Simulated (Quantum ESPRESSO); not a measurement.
# ZrC (P6_3/mmc) in Quantum ESPRESSO: further runs

One crystal, ZrC, is run at these levels: PBEsol, LDA; tasks: band structure, single point, equation of state.

Everything below comes from runs of Quantum ESPRESSO 7.5. Logs are shortened: lines on timing, memory, paths and dates and some standing lists are left out, and cuts for length are marked.

## (1) Starting point

Symmetry: P6_3/mmc, No. 194, hexagonal system. Conventional cell: a = 3.391 Å, b = 3.391 Å, c = 5.290 Å, α = 90.00°, β = 90.00°, γ = 120.00°. Around Zr (site symmetry -6m2) lie 6 C at 2.36 Å. C (site symmetry -3m) is surrounded by 6 Zr at 2.36 Å and 2 C at 2.65 Å.

The cell comes from a database or a generator and needn't be the stable form of this composition.

## (2) Band structure, PBEsol

pw.in

```
&CONTROL
  calculation = 'scf'
  prefix = 'pwscf'
  outdir = './tmp'
  pseudo_dir = './pseudo'
  tprnfor = .true.
  tstress = .true.
  disk_io = 'low'
/
&SYSTEM
  ibrav = 0
  celldm(1) = 8
  nat = 4
  ntyp = 2
  ecutwfc = 45
  ecutrho = 360
  nbnd = 24
  occupations = 'smearing'
  smearing = 'fd'
  degauss = 0.00367493
/
&ELECTRONS
  conv_thr = 8d-10
  electron_maxstep = 120
  mixing_beta = 0.5
/
ATOMIC_SPECIES
Zr    91.2240 zr_pbesol_v1.uspp.F.UPF
C     12.0110 c_pbesol_v1.2.uspp.F.UPF
CELL_PARAMETERS alat
  0.8011201639836   0.0000000000000   0.0000000000000
 -0.4005600819918   0.6937904134912   0.0000000000000
  0.0000000000000   0.0000000000000   1.2495939193444
ATOMIC_POSITIONS crystal
Zr     0.6666666667    0.3333333333    0.7500000000
Zr     0.3333333333    0.6666666667    0.2500000000
C      0.0000000000    0.0000000000    0.5000000000
C      0.0000000000    0.0000000000    0.0000000000
K_POINTS automatic
9 9 5 0 0 0
```

bands.in

```
&CONTROL
  calculation = 'bands'
  prefix = 'pwscf'
  outdir = './tmp'
  pseudo_dir = './pseudo'
  disk_io = 'low'
  verbosity = 'high'
/
&SYSTEM
  ibrav = 0
  celldm(1) = 8
  nat = 4
  ntyp = 2
  ecutwfc = 45
  ecutrho = 360
  nbnd = 24
  occupations = 'smearing'
  smearing = 'fd'
  degauss = 0.00367493
/
&ELECTRONS
  conv_thr = 1d-08
  electron_maxstep = 120
  mixing_beta = 0.5
  diago_full_acc = .true.
  startingwfc = 'random'
/
ATOMIC_SPECIES
Zr    91.2240 zr_pbesol_v1.uspp.F.UPF
C     12.0110 c_pbesol_v1.2.uspp.F.UPF
CELL_PARAMETERS alat
  0.8011201639836   0.0000000000000   0.0000000000000
 -0.4005600819918   0.6937904134912   0.0000000000000
  0.0000000000000   0.0000000000000   1.2495939193444
ATOMIC_POSITIONS crystal
Zr     0.6666666667    0.3333333333    0.7500000000
Zr     0.3333333333    0.6666666667    0.2500000000
C      0.0000000000    0.0000000000    0.5000000000
C      0.0000000000    0.0000000000    0.0000000000
K_POINTS crystal
60
 0.0000000000  0.0000000000  0.0000000000 1
 0.0714285714  0.0000000000  0.0000000000 1
 0.1428571429  0.0000000000  0.0000000000 1
 0.2142857143  0.0000000000  0.0000000000 1
 0.2857142857  0.0000000000  0.0000000000 1
 0.3571428571  0.0000000000  0.0000000000 1
 0.4285714286  0.0000000000  0.0000000000 1
 0.5000000000  0.0000000000  0.0000000000 1
 0.4583333333  0.0833333333  0.0000000000 1
 0.4166666667  0.1666666667  0.0000000000 1
 0.3750000000  0.2500000000  0.0000000000 1
 0.3333333333  0.3333333333  0.0000000000 1
 0.2962962963  0.2962962963  0.0000000000 1
 0.2592592593  0.2592592593  0.0000000000 1
 0.2222222222  0.2222222222  0.0000000000 1
 0.1851851852  0.1851851852  0.0000000000 1
 0.1481481481  0.1481481481  0.0000000000 1
 0.1111111111  0.1111111111  0.0000000000 1
 0.0740740741  0.0740740741  0.0000000000 1
 0.0370370370  0.0370370370  0.0000000000 1
 0.0000000000  0.0000000000  0.0000000000 1
 0.0000000000  0.0000000000  0.1250000000 1
 0.0000000000  0.0000000000  0.2500000000 1
 0.0000000000  0.0000000000  0.3750000000 1
 0.0000000000  0.0000000000  0.5000000000 1
 0.0625000000  0.0000000000  0.5000000000 1
 0.1250000000  0.0000000000  0.5000000000 1
 0.1875000000  0.0000000000  0.5000000000 1
 0.2500000000  0.0000000000  0.5000000000 1
 0.3125000000  0.0000000000  0.5000000000 1
 0.3750000000  0.0000000000  0.5000000000 1
 0.4375000000  0.0000000000  0.5000000000 1
 0.5000000000  0.0000000000  0.5000000000 1
 0.4666666667  0.0666666667  0.5000000000 1
 0.4333333333  0.1333333333  0.5000000000 1
 0.4000000000  0.2000000000  0.5000000000 1
 0.3666666667  0.2666666667  0.5000000000 1
 0.3333333333  0.3333333333  0.5000000000 1
 0.3030303030  0.3030303030  0.5000000000 1
 0.2727272727  0.2727272727  0.5000000000 1
 0.2424242424  0.2424242424  0.5000000000 1
 0.2121212121  0.2121212121  0.5000000000 1
 0.1818181818  0.1818181818  0.5000000000 1
 0.1515151515  0.1515151515  0.5000000000 1
 0.1212121212  0.1212121212  0.5000000000 1
 0.0909090909  0.0909090909  0.5000000000 1
 0.0606060606  0.0606060606  0.5000000000 1
 0.0303030303  0.0303030303  0.5000000000 1
 0.0000000000  0.0000000000  0.5000000000 1
 0.5000000000  0.0000000000  0.5000000000 1
 0.5000000000  0.0000000000  0.4000000000 1
 0.5000000000  0.0000000000  0.3000000000 1
 0.5000000000  0.0000000000  0.2000000000 1
 0.5000000000  0.0000000000  0.1000000000 1
 0.5000000000  0.0000000000  0.0000000000 1
 0.3333333333  0.3333333333  0.0000000000 1
 0.3333333333  0.3333333333  0.1250000000 1
 0.3333333333  0.3333333333  0.2500000000 1
 0.3333333333  0.3333333333  0.3750000000 1
 0.3333333333  0.3333333333  0.5000000000 1
```

Potentials or basis: GBRV 1.5 PBEsol.

Started as:

```
OMP_NUM_THREADS=1 mpirun -n 2 pw.x -nk 2 -in pw.in > pw.out
OMP_NUM_THREADS=1 mpirun -n 2 pw.x -nk 2 -in bands.in > bands.out
```

pw.out:

```text
This program is part of the open-source Quantum ESPRESSO suite
     for quantum simulation of materials; please cite
[... 6 lines left out ...]
     using ibrav=0 with symmetry is DISCOURAGED, use correct ibrav instead

     K-points division:     npool     =       2
     Subspace diagonalization in iterative solution of the eigenvalue problem:
     a serial algorithm will be used

     G-vector sticks info
     --------------------
     sticks:   dense  smooth     PW     G-vecs:    dense   smooth      PW
     Sum        1027     511    151                41083    14533    2429

     Using Slab Decomposition

     bravais-lattice index     =            0
     lattice parameter (alat)  =       8.0000  a.u.
     unit-cell volume          =     355.6025 (a.u.)^3
     number of atoms/cell      =            4
     number of atomic types    =            2
     number of electrons       =        32.00
     number of Kohn-Sham states=           24
     kinetic-energy cutoff     =      45.0000  Ry
     charge density cutoff     =     360.0000  Ry
     scf convergence threshold =      8.0E-10
     mixing beta               =       0.5000
     number of iterations used =            8  plain     mixing
     Exchange-correlation= SLA  PW   PSX  PSC
                           (   1   4  10   8   0   0   0)

     celldm(1)=   8.000000  celldm(2)=   0.000000  celldm(3)=   0.000000
     celldm(4)=   0.000000  celldm(5)=   0.000000  celldm(6)=   0.000000

     crystal axes: (cart. coord. in units of alat)
               a(1) = (   0.801120   0.000000   0.000000 )
               a(2) = (  -0.400560   0.693790   0.000000 )
               a(3) = (   0.000000   0.000000   1.249594 )

     reciprocal axes: (cart. coord. in units 2 pi/alat)
               b(1) = (  1.248252  0.720679 -0.000000 )
               b(2) = (  0.000000  1.441357  0.000000 )
               b(3) = (  0.000000 -0.000000  0.800260 )

     PseudoPot. # 1 for Zr read from file:
     zr_pbesol_v1.uspp.F.UPF
     Pseudo is Ultrasoft + core correction, Zval = 12.0
     Generated by new atomic code, or converted to UPF format
     Using radial grid of  887 points,  6 beta functions with:
                l(1) =   0
                l(2) =   0
                l(3) =   1
                l(4) =   1
                l(5) =   2
                l(6) =   2
     Q(r) pseudized with  6 coefficients,  rinner =    1.200   1.200   1.200
                                                       1.200   1.200

     PseudoPot. # 2 for C  read from file:
     c_pbesol_v1.2.uspp.F.UPF
     Pseudo is Ultrasoft + core correction, Zval =  4.0
     Generated by new atomic code, or converted to UPF format
     Using radial grid of  721 points,  4 beta functions with:
                l(1) =   0
                l(2) =   0
                l(3) =   1
                l(4) =   1
     Q(r) pseudized with  8 coefficients,  rinner =    1.100   1.100   1.100

     atomic species   valence    mass     pseudopotential
     Zr               12.00    91.22400     Zr( 1.00)
     C                 4.00    12.01100     C ( 1.00)

     24 Sym. Ops., with inversion, found (12 have fractional translation)

   Cartesian axes

     site n.     atom                  positions (alat units)
         1        Zr     tau(   1) = (   0.4005601   0.2312635   0.9371954  )
         2        Zr     tau(   2) = (  -0.0000000   0.4625269   0.3123985  )
         3        C      tau(   3) = (   0.0000000   0.0000000   0.6247970  )
         4        C      tau(   4) = (   0.0000000   0.0000000   0.0000000  )

     number of k points=    36  Fermi-Dirac smearing, width (Ry)=  0.0037
                       cart. coord. in units 2pi/alat
        k(    1) = (   0.0000000   0.0000000   0.0000000), wk =   0.0049383
        k(    2) = (   0.0000000   0.0000000   0.1600520), wk =   0.0098765
        k(    3) = (   0.0000000   0.0000000   0.3201040), wk =   0.0098765
        k(    4) = (   0.0000000   0.1601508   0.0000000), wk =   0.0296296
        k(    5) = (   0.0000000   0.1601508   0.1600520), wk =   0.0592593
        k(    6) = (   0.0000000   0.1601508   0.3201040), wk =   0.0592593
[... 28 lines left out ...]
        k(   35) = (   0.4160841   0.7206787   0.1600520), wk =   0.0197531
        k(   36) = (   0.4160841   0.7206787   0.3201040), wk =   0.0197531

     Dense  grid:    41083 G-vectors     FFT dimensions: (  40,  40,  64)

     Smooth grid:    14533 G-vectors     FFT dimensions: (  27,  27,  48)

     Initial potential from superposition of free atoms

     starting charge      31.9960, renormalised to      32.0000

     negative rho (up, down):  1.200E-01 0.000E+00
     Starting wfcs are   34 randomized atomic wfcs

     Self-consistent Calculation

     iteration #  1     ecut=    45.00 Ry     beta= 0.50
     Davidson diagonalization with overlap
     ethr =  1.00E-02,  avg # of iterations =  2.0

     negative rho (up, down):  1.233E-01 0.000E+00

     total energy              =    -220.96833520 Ry
     estimated scf accuracy    <       1.12104808 Ry

     iteration #  2     ecut=    45.00 Ry     beta= 0.50
     Davidson diagonalization with overlap
     ethr =  3.50E-03,  avg # of iterations =  2.9

     negative rho (up, down):  1.239E-01 0.000E+00

     total energy              =    -221.33440646 Ry
     estimated scf accuracy    <       0.72691236 Ry

     iteration #  3     ecut=    45.00 Ry     beta= 0.50
     Davidson diagonalization with overlap
     ethr =  2.27E-03,  avg # of iterations =  1.9

     negative rho (up, down):  1.253E-01 0.000E+00

     total energy              =    -221.42538003 Ry
     estimated scf accuracy    <       0.01613594 Ry

     iteration #  4     ecut=    45.00 Ry     beta= 0.50
     Davidson diagonalization with overlap
     ethr =  5.04E-05,  avg # of iterations =  4.8
[... 46 lines left out ...]
     negative rho (up, down):  1.258E-01 0.000E+00

     total energy              =    -221.43382478 Ry
     estimated scf accuracy    <       0.00000024 Ry

     iteration # 10     ecut=    45.00 Ry     beta= 0.50
     Davidson diagonalization with overlap
     ethr =  7.49E-10,  avg # of iterations =  2.0

     negative rho (up, down):  1.258E-01 0.000E+00

     total energy              =    -221.43382481 Ry
     estimated scf accuracy    <          7.9E-09 Ry

     iteration # 11     ecut=    45.00 Ry     beta= 0.50
     Davidson diagonalization with overlap
     ethr =  2.46E-11,  avg # of iterations =  2.5

     negative rho (up, down):  1.258E-01 0.000E+00

     End of self-consistent calculation

          k = 0.0000 0.0000 0.0000 (  1797 PWs)   bands (ev):

   -33.3103 -33.1958 -11.8954 -11.1931 -11.1931 -11.0942 -11.0942 -11.0062
     3.1754   6.8864   9.0361  12.1359  12.1359  13.8575  13.8575  15.8642
    16.1691  16.1691  16.5689  16.5689  17.2875  18.1662  19.2896  22.3431

          k = 0.0000 0.0000 0.1601 (  1803 PWs)   bands (ev):

   -33.2995 -33.2069 -11.8164 -11.1837 -11.1837 -11.1036 -11.1036 -11.0978
     3.4147   6.1825   9.8652  12.1702  12.1702  13.4061  13.4061  14.8636
    16.8946  16.8946  16.9508  16.9508  17.6908  18.3767  19.6735  21.7980

          k = 0.0000 0.0000 0.3201 (  1816 PWs)   bands (ev):

   -33.2711 -33.2357 -11.6042 -11.3303 -11.1590 -11.1590 -11.1284 -11.1284
     4.0848   5.0662  11.3887  12.3447  12.3447  12.7620  12.7620  13.1235
    17.9154  17.9154  18.1472  18.1472  18.5294  18.8266  19.8872  20.2651

          k = 0.0000 0.1602 0.0000 (  1810 PWs)   bands (ev):

   -33.3009 -33.1926 -11.8601 -11.2646 -11.2202 -11.1596 -11.0962 -11.0186
     3.3858   6.7444   9.2778  11.7109  12.3304  13.4159  13.5182  15.3137
    16.2307  16.3060  16.4413  17.1570  18.2706  19.1560  19.8802  21.8758

          k = 0.0000 0.1602 0.1601 (  1802 PWs)   bands (ev):

   -33.2907 -33.2030 -11.7901 -11.2517 -11.2084 -11.1994 -11.1081 -11.0719
     3.6056   6.1448  10.0061  11.8045  12.3413  13.1789  13.1968  14.7304
    15.9283  16.6547  17.4486  17.7850  18.1979  19.2965  20.0942  20.8258
[... 165 lines left out ...]
   -33.1992 -33.1912 -11.7491 -11.7095 -11.5045 -11.4278 -11.1841 -11.1369
     5.2973   5.4533  10.6129  10.9189  12.0753  12.7934  13.0926  13.3845
    15.9146  16.7210  18.3957  18.9130  20.4344  20.6172  21.3945  21.6430

          k = 0.4161 0.7207 0.0000 (  1791 PWs)   bands (ev):

   -33.1920 -33.1920 -11.7439 -11.4895 -11.4895 -11.3928 -11.3387 -11.3387
     5.2623   5.6219  11.0847  11.5687  11.5687  11.7834  11.7834  15.4901
    15.9833  15.9833  19.2078  19.2078  19.8716  20.1645  22.2584  22.4372

          k = 0.4161 0.7207 0.1601 (  1827 PWs)   bands (ev):

   -33.1920 -33.1920 -11.7117 -11.5828 -11.5828 -11.4277 -11.2416 -11.2416
     5.2969   5.5887  10.9653  10.9653  11.3665  12.4752  12.4752  14.7712
    16.1687  16.1687  18.7963  18.7963  20.3893  20.4118  22.1728  22.1728

          k = 0.4161 0.7207 0.3201 (  1824 PWs)   bands (ev):

   -33.1920 -33.1920 -11.6680 -11.6680 -11.6260 -11.5176 -11.1502 -11.1502
     5.3877   5.4997  10.5647  10.5647  12.1815  13.0317  13.0317  13.4139
    16.5825  16.5825  18.0918  18.0918  21.0096  21.2457  21.6530  21.6530

     the Fermi energy is    14.9400 ev

!    total energy              =    -221.43382481 Ry
     estimated scf accuracy    <          5.7E-10 Ry
     smearing contrib. (-TS)   =      -0.00046791 Ry
     internal energy E=F+TS    =    -221.43335690 Ry

     The total energy is F=E-TS. E is the sum of the following terms:
     one-electron contribution =     -16.76894707 Ry
     hartree contribution      =      25.45077971 Ry
     xc contribution           =     -42.52149530 Ry
     ewald contribution        =    -187.59369423 Ry

     convergence has been achieved in  11 iterations

     negative rho (up, down):  1.258E-01 0.000E+00

     Forces acting on atoms (cartesian axes, Ry/au):

     atom    1 type  1   force =    -0.00000000   -0.00000000    0.00000000
     atom    2 type  1   force =     0.00000000    0.00000000    0.00000000
     atom    3 type  2   force =     0.00000000    0.00000000    0.00000000
     atom    4 type  2   force =    -0.00000000   -0.00000000    0.00000000

     Total force =     0.000000     Total SCF correction =     0.000000

     Computing stress (Cartesian axis) and pressure

     negative rho (up, down):  1.258E-01 0.000E+00
          total   stress  (Ry/bohr**3)                   (kbar)     P=      -79.39
  -0.00058003  -0.00000000   0.00000000          -85.32       -0.00        0.00
   0.00000000  -0.00058003   0.00000000            0.00      -85.32        0.00
  -0.00000000  -0.00000000  -0.00045890           -0.00       -0.00      -67.51

=------------------------------------------------------------------------------=
   JOB DONE.
=------------------------------------------------------------------------------=
```

Run time: 36 s. Hardware: 2 MPI ranks of Arm Neoverse V2, shared host; peak memory 0.28 GiB.

Results:

```
Free energy            : -3012.7607 eV
Pressure               : -7.9 GPa
Band gap on the k mesh : none (metal or under the smearing width)
```

Levels at the corners of the path, in eV from the Fermi level:
| point | band 13 | band 14 | band 15 | band 16 | band 17 | band 18 | band 19 | band 20 |
| --- | --- | --- | --- | --- | --- | --- | --- | --- |
| Γ | -2.80 | -1.08 | -1.08 | 0.92 | 1.23 | 1.23 | 1.63 | 1.63 |
| M | -3.19 | -2.84 | -1.51 | -0.78 | 1.51 | 4.08 | 4.23 | 4.24 |
| K | -3.37 | -3.16 | -3.16 | 0.55 | 1.04 | 1.04 | 4.27 | 4.27 |
| Γ | -2.80 | -1.08 | -1.08 | 0.92 | 1.23 | 1.23 | 1.63 | 1.63 |
| A | -2.42 | -2.42 | -2.42 | -2.42 | 3.38 | 3.38 | 3.38 | 3.38 |
| L | -2.73 | -2.73 | -2.10 | -2.10 | 1.44 | 1.44 | 4.02 | 4.02 |
| H | -2.18 | -2.18 | -1.83 | -1.83 | 1.75 | 1.75 | 3.01 | 3.01 |
| A | -2.42 | -2.42 | -2.42 | -2.42 | 3.38 | 3.38 | 3.38 | 3.38 |
| L | -2.73 | -2.73 | -2.10 | -2.10 | 1.44 | 1.44 | 4.02 | 4.02 |
| M | -3.19 | -2.84 | -1.51 | -0.78 | 1.51 | 4.08 | 4.23 | 4.24 |
| K | -3.37 | -3.16 | -3.16 | 0.55 | 1.04 | 1.04 | 4.27 | 4.27 |
| H | -2.18 | -2.18 | -1.83 | -1.83 | 1.75 | 1.75 | 3.01 | 3.01 |

(Continued in part 2 of 2.)
